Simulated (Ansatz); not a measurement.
Ag in Ansatz: the effect of functional

Crystal: Ag.

```
Ag
1.0
    -1.62186    1.62186    1.62186
     1.62186   -1.62186    1.62186
     1.62186    1.62186   -1.62186
Ag
1
Cartesian
  0.0000 0.0000 0.0000
```

This isn't the form of Ag at room conditions, which is fcc.

The cell isn't the ideal one: volume scaled by 0.94.

Alike in all runs:

| Item | Value |
| --- | --- |
| Program | Ansatz 0.2.0 |
| Task | single point |
| Potentials or basis | Ansatz PAW |
| k mesh | 11 × 11 × 11 |
| Occupations | fermi-dirac, width 0.05 eV |
| Spin | no spin polarisation |

```tsv
functional	cutoff	pressure (GPa)
LDA	420 eV (not typed: the program's choice for these potentials)	?
PBEsol	420 eV (not typed: the program's choice for these potentials)	-1.8
r2SCAN	500 eV (not typed: the program's choice for these potentials)	2.2
```

**Question.** What does the run with functional LDA give?

**Answer.** Pressure -6.5 GPa.

Caveats: the PAW data sets come from PBE, with cores solved anew for the run's functional, which leaves a small shift of forces and pressure.
